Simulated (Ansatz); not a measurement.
CdS built on the h-MgO prototype, relaxed with r2SCAN: 10 runs in the plane-wave code Ansatz, each a construction of maximally localised Wannier functions. Space group P6_3/mmc (No. 194), hexagonal; a = 4.409 Å, c = 5.748 Å in the conventional setting, 24.19 Å³ an atom. Cd is surrounded by 5 S at 2.55–2.87 Å; S is surrounded by 5 Cd at 2.55–2.87 Å. Note: simulated data, non-magnetic, for a generated structure that need not be the stable one.

```xyz
4
Lattice="4.4085 0.0000 0.0000 -2.2043 3.8179 0.0000 0.0000 0.0000 5.7481" Properties=species:S:1:pos:R:3 pbc="T T T"
Cd    0.0000    2.5453    1.4370
Cd    2.2043    1.2726    4.3111
S     2.2043    1.2726    1.4370
S     0.0000    2.5453    4.3111
```

Windows count from the top of the filled bands; a dash means that no such window was set (without an outer window there is no disentanglement). Rows marked drawn have settings drawn at random (some not listed).

| functional | SCF mesh | trial orbitals | functions | mesh | window (eV) | frozen (eV) | settings | Ω total (Å²) | Ω invariant (Å²) | largest spread (Å²) | least projectability | interpolation miss of the model's filled bands (eV, to the nearest computed level) |
| --- | --- | --- | --- | --- | --- | --- | --- | --- | --- | --- | --- | --- |
| PBE | 6×6×4 | S s, S p | 8 | 6×6×2 | – | – | chosen | 16.72 | 15.41 | 2.13 | 0.75 | 0.276 |
| PBE | 6×6×4 | S p | 6 | 6×6×4 | – | – | chosen | 16.87 | 16.49 | 2.86 | 0.75 | 0.060 |
| PBE | 6×6×4 | Cd d | 10 | 6×6×4 | – | – | chosen | 9.64 | 9.54 | 1.15 | 0.79 | 0.007 |
| r2SCAN | 6×6×4 | S s, S p | 8 | 6×6×4 | – | – | chosen | 16.96 | 15.72 | 2.20 | 0.76 | 0.040 |
| r2SCAN | 6×6×4 | S p | 6 | 6×6×4 | – | – | chosen | 16.20 | 15.90 | 2.75 | 0.78 | 0.040 |
| r2SCAN | 6×6×4 | Cd d, S p | 16 | 6×6×4 | – | – | chosen | 19.70 | 18.98 | 2.19 | 0.79 | 0.040 |
| PBE | 6×6×4 | Cd d, S p | 16 | 6×6×4 | -21.4 to +15.3 | – | drawn | 12.58 | 12.55 | 1.22 | 0.88 | 1.183 |

**Question.** Estimate from these rows what the further settings give.

| functional | SCF mesh | trial orbitals | functions | mesh | window (eV) | frozen (eV) | settings |
| --- | --- | --- | --- | --- | --- | --- | --- |
| PBE | 6×6×4 | Cd d (loose tolerance) | 10 | 6×6×4 | – | – | drawn |
| PBE | 6×6×4 | S s, S p | 8 | 6×6×4 | – | – | chosen |
| PBE | 6×6×4 | Cd d, S p | 16 | 6×6×4 | – | – | chosen |

**Answer.**
```json
{"functional": "PBE", "SCF mesh": "6×6×4", "trial orbitals": "Cd d (loose tolerance)", "functions": "10", "mesh": "6×6×4", "window (eV)": "–", "frozen (eV)": "–", "settings": "drawn", "Ω total (Å²)": "9.64", "Ω invariant (Å²)": "9.54", "largest spread (Å²)": "1.15", "least projectability": "0.79", "interpolation miss of the model's filled bands (eV, to the nearest computed level)": "0.007"}
{"functional": "PBE", "SCF mesh": "6×6×4", "trial orbitals": "S s, S p", "functions": "8", "mesh": "6×6×4", "window (eV)": "–", "frozen (eV)": "–", "settings": "chosen", "Ω total (Å²)": "17.61", "Ω invariant (Å²)": "16.35", "largest spread (Å²)": "2.32", "least projectability": "0.75", "interpolation miss of the model's filled bands (eV, to the nearest computed level)": "0.060"}
{"functional": "PBE", "SCF mesh": "6×6×4", "trial orbitals": "Cd d, S p", "functions": "16", "mesh": "6×6×4", "window (eV)": "–", "frozen (eV)": "–", "settings": "chosen", "Ω total (Å²)": "20.34", "Ω invariant (Å²)": "19.53", "largest spread (Å²)": "2.27", "least projectability": "0.78", "interpolation miss of the model's filled bands (eV, to the nearest computed level)": "0.060"}
```

For S s, S p with PBE the spread goes 16.72 Å² (6×6×2), 17.61 Å² (6×6×4): finite differences on a coarse mesh understate it.

Spin-orbit coupling is left out.
